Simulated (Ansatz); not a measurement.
A set of 6 rocksalt compounds, relaxed and computed with r2SCAN in the plane-wave code Ansatz: least direct gap and electronic dielectric constant; one is withheld. No spin polarisation and no zero-point or thermal motion.

| solid | a (Å) | direct gap (eV) | ε∞ | ln E | ln ε∞ |
| --- | --- | --- | --- | --- | --- |
| BaO | 5.544 | 2.38 | 3.88 | 0.867 | 1.356 |
| SrO | 5.160 | 3.88 | 3.52 | 1.356 | 1.258 |
| CaO | 4.795 | 4.57 | 3.52 | 1.520 | 1.258 |
| MgS | 5.203 | 4.64 | 4.90 | 1.535 | 1.589 |
| MgO | 4.204 | 5.68 | 3.00 | 1.737 | 1.099 |

**Moss's rule says that n⁴E_g, that is ε∞²E_g, is constant. Test it on these rows.** BaO 3.88² × 2.38 = 36; SrO 3.52² × 3.88 = 48; CaO 3.52² × 4.57 = 57; MgS 4.90² × 4.64 = 111; MgO 3.00² × 5.68 = 51 eV. The largest is 3.08 times the smallest, so for these computed values it doesn't hold. Semilocal gaps are too small, so these products can't be set against Moss's 95 eV.

**Fit ln ε∞ = a ln E + b instead, E being the direct gap.** With x = ln E and y = ln ε∞: n = 5, Σx = 7.015, Σy = 6.560, Σx² = 10.274, Σxy = 9.142; a = -0.143 ± 0.305, b = 1.513. The slope can't be told from zero: the gap alone doesn't set ε∞ here, and a prediction is little more than the mean. Moss's −0.5 lies within twice the error.

**SrTe has a direct gap of 2.91 eV. Predict its ε∞.** exp(-0.143 × 1.068 + 1.513) = 3.90; the run gives 5.32. The miss, +36 %, is larger than any residual of the fit (largest residual 34 %).

Spin-orbit coupling is left out, which matters wherever the heavy atoms make up the band edges.
